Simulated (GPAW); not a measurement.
# ZnS (F-43m) in GPAW: a series of runs

The runs below take ZnS through equation of state, band structure, with WC, TASK, C09-vdW.

All numbers are computed with GPAW 26.7.0; they aren't measurements. Logs are shortened: lines on timing, memory, paths and dates and some standing lists are left out, and cuts for length are marked. The log counts tension as positive stress, the text compression.

**Measured values to compare with.**

From “Electronic, vibrational, and thermodynamic properties of ZnS (zincblende and rocksalt structure)”, 2009, arxiv:0911.5022, for a bulk crystal of ZnS: bulk modulus 76.9 GPa; band gap 3.85 eV (direct) at 19 K.

The runs below are set against these values where they give the same quantity.

## 1. The structure

The structure is cubic, space group F-43m (No. 216). The conventional cell has a = 5.404 Å, b = 5.404 Å, c = 5.404 Å, α = 90.00°, β = 90.00°, γ = 90.00°. Zn (site symmetry -43m) is surrounded by 4 S at 2.34 Å. S (site symmetry -43m) is surrounded by 4 Zn at 2.34 Å.

## 2. Equation of state, WC

Input file run.py:

```python
from ase import Atoms
from ase.eos import EquationOfState
from ase.io import Trajectory
from ase.units import GPa
from gpaw import GPAW, PW, setup_paths

setup_paths.insert(0, '.')

atoms = Atoms(['Zn', 'S'],
              cell=[[0.0, 2.702, 2.702],
                    [2.702, 0.0, 2.702],
                    [2.702, 2.702, 0.0]],
              scaled_positions=[[0.75, 0.75, 0.75],
                                [0.0, 0.0, 0.0]],
              pbc=True)

traj = Trajectory('eos.traj', 'w')
volumes, energies = [], []
for x in [0.94, 0.96, 0.98, 1.0, 1.02, 1.04, 1.06]:
    a = atoms.copy()
    a.set_cell(atoms.cell * x**(1 / 3), scale_atoms=True)
    calc = GPAW(mode=PW(600),
                xc='WC',
                kpts={'size': (7, 7, 7), 'gamma': True},
                occupations={'name': 'fermi-dirac', 'width': 0.05},
                nbands=18,
                convergence={'density': 1e-05, 'energy': 1e-05},
                maxiter=150,
                txt=f'eos-{x:.2f}.txt')
    a.calc = calc
    energies.append(a.get_potential_energy(force_consistent=True))
    volumes.append(a.get_volume())
    p = -a.get_stress()[:3].mean() / GPa
    calc.write(f'eos-{x:.2f}.gpw')
    traj.write(a)
    print(f'{x:.2f} {volumes[-1]:10.4f} A^3 {energies[-1]:14.6f} eV {p:9.3f} GPa', flush=True)

v0, e0, B = EquationOfState(volumes, energies, eos='birchmurnaghan').fit()
print(f'V0 = {v0:.4f} A^3, E0 = {e0:.6f} eV, B0 = {B / GPa:.2f} GPa')
```

Potentials or basis: PAW data sets generated in the run's folder for this functional, pw.

Run with:

```bash
$ gpaw-setup -f WC S Zn
$ OMP_NUM_THREADS=1 python run.py
```

What it wrote:

```text
__  _  _
 | _ |_)|_||  |
 |__||  | ||/\| - 26.7.0

Input parameters:
  mode=PW(ecut=600.0),
  convergence={'density': 1e-05, 'energy': 1e-05},
  kpts=MonkhorstPack(size=(7, 7, 7), gamma=True),
  maxiter=150,
  nbands=18,
  occupations=Occupations(name='fermi-dirac', width=0.05),
  xc=XC(name='WC')

Diagonalizing LCAO Hamiltonian
Converting LCAO to pw mode

                    Zn

       S

Atoms  # Å, Bohr magnetons
|   | symbol |        x |        y |        z |    initial magnetic moments |
|---|--------|----------|----------|----------|-----------------------------|
| 0 |     Zn | 3.970262 | 3.970262 | 3.970262 | ( 0.0000,  0.0000,  0.0000) |
| 1 |      S | 0.000000 | 0.000000 | 0.000000 | ( 0.0000,  0.0000,  0.0000) |

Unit cell  # Å
| periodic |        x |        y |        z |  lengths |    angles |
|----------|----------|----------|----------|----------|-----------|
|      yes | 0.000000 | 2.646842 | 2.646842 | 3.743199 | 60.000000 |
|      yes | 2.646842 | 0.000000 | 2.646842 | 3.743199 | 60.000000 |
|      yes | 2.646842 | 2.646842 | 0.000000 | 3.743199 | 60.000000 |

Number of symmetries: 24
Symmetry operations  # r_c * U_cc + t_c -> r_c
|    | kind |            matrix            |
|----|------|------------------------------|
|  0 |  E   |  1, 0, 0,  0, 1, 0,  0, 0, 1 |
|  1 |  σ   |  1, 0, 0,  0, 0, 1,  0, 1, 0 |
|  2 |  σ   |  1, 0,-1,  0, 1,-1,  0, 0,-1 |
|  3 |  C3  |  1, 0,-1,  0, 0,-1,  0, 1,-1 |
|  4 |  C3  |  1,-1, 0,  0,-1, 1,  0,-1, 0 |
|  5 |  σ   |  1,-1, 0,  0,-1, 0,  0,-1, 1 |
|  6 |  σ   |  0, 1, 0,  1, 0, 0,  0, 0, 1 |
|  7 |  C3  |  0, 1, 0,  0, 0, 1,  1, 0, 0 |
|  8 |  C2  |  0, 1,-1,  1, 0,-1,  0, 0,-1 |
|  9 |  S4  |  0, 1,-1,  0, 0,-1,  1, 0,-1 |
| 10 |  C3  |  0, 0, 1,  1, 0, 0,  0, 1, 0 |
| 11 |  σ   |  0, 0, 1,  0, 1, 0,  1, 0, 0 |
| 12 |  S4  |  0, 0,-1,  1, 0,-1,  0, 1,-1 |
| 13 |  C3  |  0, 0,-1,  0, 1,-1,  1, 0,-1 |
| 14 |  S4  |  0,-1, 1,  1,-1, 0,  0,-1, 0 |
| 15 |  C2  |  0,-1, 1,  0,-1, 0,  1,-1, 0 |
| 16 |  C3  |  0,-1, 0,  1,-1, 0,  0,-1, 1 |
| 17 |  S4  |  0,-1, 0,  0,-1, 1,  1,-1, 0 |
| 18 |  S4  | -1, 1, 0, -1, 0, 1, -1, 0, 0 |
| 19 |  C3  | -1, 1, 0, -1, 0, 0, -1, 0, 1 |
| 20 |  C3  | -1, 0, 1, -1, 1, 0, -1, 0, 0 |
| 21 |  S4  | -1, 0, 1, -1, 0, 0, -1, 1, 0 |
| 22 |  σ   | -1, 0, 0, -1, 1, 0, -1, 0, 1 |
| 23 |  C2  | -1, 0, 0, -1, 0, 1, -1, 1, 0 |

BZ-sampling:
  Number of BZ points: 343
  Number of IBZ points: 20

  Monkhorst-Pack size: [7, 7, 7]
  Monkhorst-Pack shift: [0, 0, 0]

K-points  # in reciprocal-cell coordinates
|     |                                coordinates |     weight |
|-----|--------------------------------------------|------------|
|   0 | (  0.00000000,   0.00000000,   0.00000000) | 0.00291545 |
|   1 | (  0.14285714,   0.14285714,   0.00000000) | 0.01749271 |
|   2 | (  0.14285714,   0.14285714,   0.14285714) | 0.02332362 |
|   3 | (  0.28571429,   0.14285714,   0.14285714) | 0.03498542 |
|   4 | (  0.28571429,   0.28571429,   0.00000000) | 0.01749271 |
|   5 | (  0.28571429,   0.28571429,   0.14285714) | 0.06997085 |
|   6 | (  0.28571429,   0.28571429,   0.28571429) | 0.02332362 |
|   7 | (  0.42857143,  -0.28571429,  -0.28571429) | 0.03498542 |
|   8 | (  0.42857143,   0.28571429,  -0.42857143) | 0.13994169 |
|   9 | (  0.42857143,   0.28571429,  -0.28571429) | 0.06997085 |
| ... |                                            |            |
|  19 | (  0.42857143,   0.42857143,   0.42857143) | 0.02332362 |

Plane wave coefficients: 1259
Cutoff: 600.0 eV

Spin-components: 1 (collinear spins)
Bands:           18
Projectors:      11
Spin-degeneracy: 2
Datatype:        complex128

Parallelization:
  kpt:    1
  domain: 1
  band:   1

Density:
  Valence electrons: 18.0
  Components: 1
  Grid points: [24 24 24]
  Charge: 0.0  # |e|

Potential:
  Grid points: [24 24 24]

species:
  Zn:
    name:    Zinc
    Z:       30.0
    valence: 12
    core:    18
    charge:  0.0  # [|e|]
    compensation charges:
      type: gauss
      rc: 0.37  # [Å]
      lmax: 2
    cutoffs:
      filter: 2.14  # [Å]
      core: 2.28  # [Å]
    projectors
    | kind |    occ | energy [eV] | rcut [Å] |
    |------|--------|-------------|----------|
    |   4s |  2.000 |      -6.016 |    1.286 |
    |   4p |  0.000 |      -1.062 |    1.270 |
    |   3d | 10.000 |     -10.177 |    1.180 |
    |    s |        |      21.195 |    1.286 |
    |    p |        |      26.150 |    1.270 |
    |    d |        |      17.034 |    1.180 |

    Using partial waves for Zn as LCAO basis

  S:
    name:    Sulfur
    Z:       16.0
    valence: 6
    core:    10
    charge:  0.0  # [|e|]
    compensation charges:
      type: gauss
      rc: 0.24  # [Å]
      lmax: 2
    cutoffs:
      filter: 1.77  # [Å]
      core: 1.66  # [Å]
    projectors
    | kind |    occ | energy [eV] | rcut [Å] |
    |------|--------|-------------|----------|
    |   3s |  2.000 |     -17.205 |    0.974 |
    |   3p |  4.000 |      -6.981 |    0.979 |
    |    s |        |      10.007 |    0.974 |
    |    p |        |      20.231 |    0.979 |
    |    d |        |       0.000 |    0.900 |

    Using partial waves for S as LCAO basis

Reference energy: -59699.288319  # eV

eigensolver:
  PPCG
  Converge bands: occupied
  niter=2

density mixing:
  MSR1-Mixer
  Pratt-step length: 0.05
  Maximum mixing coefficient: 0.75
  Old densities: 10
  SVD Regularization: 0.005
  Good broyden scale: 1.0
  Trust region scale: 1.0
  Backstep threshold: 4.0
  History deletion threshold: 6.0
  Fourier metric: weight=20.0, sigma=0.015

occupation numbers:
  Fermi-Dirac:
    width: 0.0500  # eV

poisson solver:
  ecut: 4800.0  # eV

xc functional:
  name: WC with 2 nearest neighbor stencil

convergence criteria:
[... 6 lines left out ...]
|iter     | |      energy | eigst |  dens |
|---------|-|-------------|-------|-------|
|iter:   1| |   -7.892911 | -0.09 |       |
|iter:   2| |   -7.812173 | -1.79 | -1.21 |
|iter:   3| |   -7.549146 | -1.56 | -1.26 |
|iter:   4| |   -7.548466 | -2.79 | -1.80 |
|iter:   5| |   -7.549355 | -3.92 | -2.26 |
|iter:   6| |   -7.549376 | -5.10 | -3.35 |
|iter:   7| |   -7.549384c| -6.25 | -3.73 |
|iter:   8| |   -7.549387c| -6.11 | -4.07 |
|iter:   9| |   -7.549387c| -7.54c| -5.23c|

Converged in 9 steps
Energy contributions relative to reference atoms: (reference = -59699.288319)

Energy contributions:
  Kinetic:          11.792870
  Coulomb:          -9.755936
  Zero:              0.035807
  External:          0.000000
  Xc:               -9.622129
  Entropy:          -0.000000
  Spinorbit:         0.000000
  ----------------------------
  Free energy:      -7.549387
  Extrapolated:     -7.549387

dipole moment: (-14.191340, -14.191340, -14.191340)  # |e|*Ang

Fermi level: 5.286
Eigenvalues  # (at kpt = [0.000, 0.000, 0.000])
| band index |      eig [eV] | occ [0-2] |
|------------|---------------|-----------|
|          0 |        -9.287 |     2.000 |
|          1 |        -2.312 |     2.000 |
|          2 |        -2.312 |     2.000 |
|          3 |        -2.312 |     2.000 |
|          4 |        -1.745 |     2.000 |
|          5 |        -1.745 |     2.000 |
[... 10 lines left out ...]
|         16 |        18.867 |     0.000 |
|         17 |        18.867 |     0.000 |

Gap: 2.202 eV
Transition (v -> c):
  (s=0, k=0, n=8, [0.00, 0.00, 0.00]) -> (s=0, k=0, n=9, [0.00, 0.00, 0.00])
No difference between direct/indirect transitions

Stress tensor  # eV/Ang^3
|         x |         y |         z |
|-----------|-----------|-----------|
| -0.018216 |  0.000000 |  0.000000 |
|  0.000000 | -0.018216 |  0.000000 |
|  0.000000 |  0.000000 | -0.018216 |

# Writing to eos-0.94.gpw (mode='')
```

Wall time 41 s (1 thread of INTEL XEON PLATINUM 8581C at 2.30GHz (Emerald Rapids), shared host); peak memory 0.22 GiB.

Results:

```
Equilibrium volume                      : 19.20 Å³/atom
Bulk modulus                            : 80 GPa
Pressure derivative of the bulk modulus : 4.5
```

Energy against volume, from the lowest point:
```
volume (Å³/atom)  energy (meV/atom)
          18.543               5.66
          18.938               0.66
          19.332               0.00
          19.727               3.21
          20.121               9.91
          20.516              19.70
          20.910              32.26
```

## 3. Band structure, TASK

Input file run.py:

```python
from ase.dft.bandgap import bandgap
from ase.io import read, write
from ase.units import GPa
from gpaw import GPAW, PW

atoms = read('ZnS.cif')

calc = GPAW(mode=PW(600),
            xc='MGGA_X_TASK+LDA_C_PW',
            kpts={'size': (7, 7, 7), 'gamma': True},
            occupations={'name': 'fermi-dirac', 'width': 0.05},
            nbands=18,
            convergence={'density': 1e-05, 'energy': 1e-05},
            maxiter=150,
            txt='gpaw.txt')
atoms.calc = calc
energy = atoms.get_potential_energy()
forces = atoms.get_forces()
stress = atoms.get_stress()
calc.write('gs.gpw')
write('result.traj', atoms)
print(f'Energy: {energy:.6f} eV')
print('Forces (eV/A):')
print(forces.round(4))
print('Stress (GPa):', (stress / GPa).round(3))
print('Fermi level:', round(calc.get_fermi_level(), 4), 'eV')
print(f'Gap: {bandgap(calc)[0]:.4f} eV, direct: {bandgap(calc, direct=True)[0]:.4f} eV')

path = atoms.cell.bandpath('GXWKGLUWLK,UX', npoints=60, eps=1e-4)
bs_calc = calc.fixed_density(kpts=path, symmetry='off', nbands=28,
                             convergence={'bands': 'CBM+6.0', 'eigenstates': 1e-6}, txt='bands.txt')
bs = bs_calc.band_structure()
bs.write('bs.json')
print(f'Gap on the path: {bandgap(bs_calc)[0]:.4f} eV')
```

Input file ZnS.cif:

```cif
data_ZnS
_cell_length_a 3.82120505
_cell_length_b 3.82120505
_cell_length_c 3.82120505
_cell_angle_alpha 60.00000000
_cell_angle_beta 60.00000000
_cell_angle_gamma 60.00000000
_space_group_name_H-M_alt 'P1'
_space_group_name_Hall 'P 1'
_space_group_IT_number 1
loop_
_space_group_symop_operation_xyz
'x,y,z'
loop_
_atom_site_label
_atom_site_type_symbol
_atom_site_symmetry_multiplicity
_atom_site_Wyckoff_symbol
_atom_site_fract_x
_atom_site_fract_y
_atom_site_fract_z
_atom_site_occupancy
Zn1 Zn 1 a 0.7500000000 0.7500000000 0.7500000000 1
S1 S 1 a 0.0000000000 0.0000000000 0.0000000000 1
```

Potentials or basis: GPAW PAW data sets (gpaw-data 1.2.1), pw.

Run with:

```bash
$ OMP_NUM_THREADS=1 python run.py
```

Wall time 95 s (1 thread of AMD EPYC 7B13 (Zen 3), shared host); peak memory 0.32 GiB.

It converged, with:

```
Free energy             : 5.5371 eV
Pressure                : 4.8 GPa
Band gap on the k mesh  : 3.77 eV, direct
Band gap along the path : 3.77 eV, direct
```

Levels at the corners of the path, in eV from the valence-band top:
```csv
point,band 5,band 6,band 7,band 8,band 9,band 10,band 11,band 12,band 13
Γ,-5.91,-5.91,0.00,0.00,0.00,3.77,7.57,7.57,7.57
X,-5.82,-5.68,-4.66,-2.40,-2.40,4.63,5.20,13.44,13.97
W,-5.96,-5.49,-4.76,-2.89,-2.84,6.97,7.22,9.46,9.86
K,-5.87,-5.55,-4.79,-3.25,-1.94,5.34,7.22,11.24,11.25
Γ,-5.91,-5.91,0.00,0.00,0.00,3.77,7.57,7.57,7.57
L,-5.87,-5.71,-5.56,-0.93,-0.93,4.66,8.09,8.09,10.98
U,-5.87,-5.55,-4.79,-3.25,-1.94,5.34,7.22,11.24,11.25
W,-5.96,-5.49,-4.76,-2.89,-2.84,6.97,7.22,9.46,9.86
L,-5.87,-5.71,-5.56,-0.93,-0.93,4.66,8.09,8.09,10.98
K,-5.87,-5.55,-4.79,-3.25,-1.94,5.34,7.22,11.24,11.25
U,-5.87,-5.55,-4.79,-3.25,-1.94,5.34,7.22,11.24,11.25
X,-5.82,-5.68,-4.66,-2.40,-2.40,4.63,5.20,13.44,13.97
```

Caveat: the PAW data sets were made with another functional, which shifts forces and pressure a little.

[end of part 1 of 2]
